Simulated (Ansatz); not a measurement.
Structures of ZrSi₂: which is lowest?

Plane-wave DFT in Ansatz with scalar-relativistic PAW potentials, cutoff 420 eV, Γ-centred meshes chosen by cell and gap, Gaussian smearing with energies taken to zero width. Every cell was relaxed (cell and atoms) in a run of its own, within the symmetry of its start. Functional: PBE.

Relaxed structures (starts from databases or built by putting these elements on another compound's sites):
A. Cmcm, 6 atoms in the computed cell, a = 3.704 Å, b = 14.787 Å, c = 3.680 Å; sites (symmetry × multiplicity) Zr m2m × 4, Si m2m × 4 + m2m × 4; start: database
B. I4_1/amd, 6 atoms in the computed cell, a = 3.640 Å, c = 15.628 Å; sites (symmetry × multiplicity) Zr -4m2 × 4, Si 2mm. × 8; start: built
C. P6/mmm, 3 atoms in the computed cell, a = 4.035 Å, c = 3.565 Å; sites (symmetry × multiplicity) Zr 6/mmm × 1, Si -6m2 × 2; start: built
D. Fddd, 6 atoms in the computed cell, a = 5.114 Å, b = 8.699 Å, c = 8.984 Å; sites (symmetry × multiplicity) Zr 222 × 8, Si .2. × 16; start: built

**Question.** Rank them by energy. Could pressure change the order?

**Answer.**
| structure | group | E − E(lowest) (meV/atom) | V (Å³/atom) | gap on mesh (eV) |
| --- | --- | --- | --- | --- |
| A | Cmcm | 0.0 | 16.80 | 0.00 |
| D | Fddd | 98 | 16.65 | 0.00 |
| B | I4_1/amd | 331 | 17.25 | 0.00 |
| C | P6/mmm | 361 | 16.75 | 0.00 |

A is lowest, 98 meV/atom under D. The two lowest differ in volume by under 3 %, too little for a first-order estimate of what pressure does to that pair (other pairs aren't weighed here); with rigid cells even 3 % in favour of the higher one would need about 31 GPa. Other structures may lie lower than all of these, and vibrations aren't counted.